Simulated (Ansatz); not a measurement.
This Ansatz 0.2.0 run on CuAu needs a look.

File input.yaml:

```yaml
crystal:
  lattice:
    - [2.8107494552, 0.0, 0.0]
    - [0.0, 2.8107494552, 0.0]
    - [0.0, 0.0, 3.685]
  atoms:
    - { symbol: Au, position: [0.0, 0.0, 0.0] }
    - { symbol: Cu, position: [0.5, 0.5, 0.5] }
hamiltonian:
  xc: pbesol
  pseudopotentials: { kind: paw }
  hubbard: { sites: [{ species: Cu, l: f, u_eff: 4.0 }] }
kpoints:
  mp_grid: { grid: [9, 9, 7] }
  band_path:
    path:
      - [[0.0, 0.0, 0.0], [0.0, 0.5, 0.0], [0.5, 0.5, 0.0], [0.0, 0.0, 0.0], [0.0, 0.0, 0.5], [0.0, 0.5, 0.5], [0.5, 0.5, 0.5], [0.0, 0.0, 0.5]]
      - [[0.0, 0.5, 0.0], [0.0, 0.5, 0.5]]
      - [[0.5, 0.5, 0.0], [0.5, 0.5, 0.5]]
    npoints: 14
scf:
  occupations: { method: fermi_dirac, width: 0.05 }
  n_extra_bands: 6
  max_iter: 50
output:
  forces: true
  stress: true
  eigenvalues: true
  fatbands: false
```

Potentials or basis: Ansatz PAW.

The run is started by

```sh
$ ansatz run input.yaml --threads 2 --pin off --max-ram 5632MiB --backend cpu --events-out ev --progress --plain --runs-dir out
```

Output:

```text
Error: inconsistent input (hamiltonian.hubbard.sites[].l, hamiltonian.hubbard.sites[].shell): the file of Cu doesn't list 4f, and it can't be added: PBE doesn't bind the shell 4f of the free atom, whose level lies at +1.10 eV. Type an atom or ion with it (hamiltonian.pseudopotentials.projection_atoms), take another file or name another shell
```

**Question.** Diagnose the run.

**Answer.** The program refused the input. The input holds a flaw that was put in on purpose: a U on a shell that isn't there (hamiltonian.hubbard = {"sites": [{"species": "Cu", "l": "f", "u_eff": 4.0}]}).

A sound run on the same cell differs in these lines of the main input:
```diff
@@ -12 +11,0 @@
-  hubbard: { sites: [{ species: Cu, l: f, u_eff: 4.0 }] }
@@ -24 +22,0 @@
-  max_iter: 50
@@ -29 +27 @@
-  fatbands: false
+  fatbands: true
```
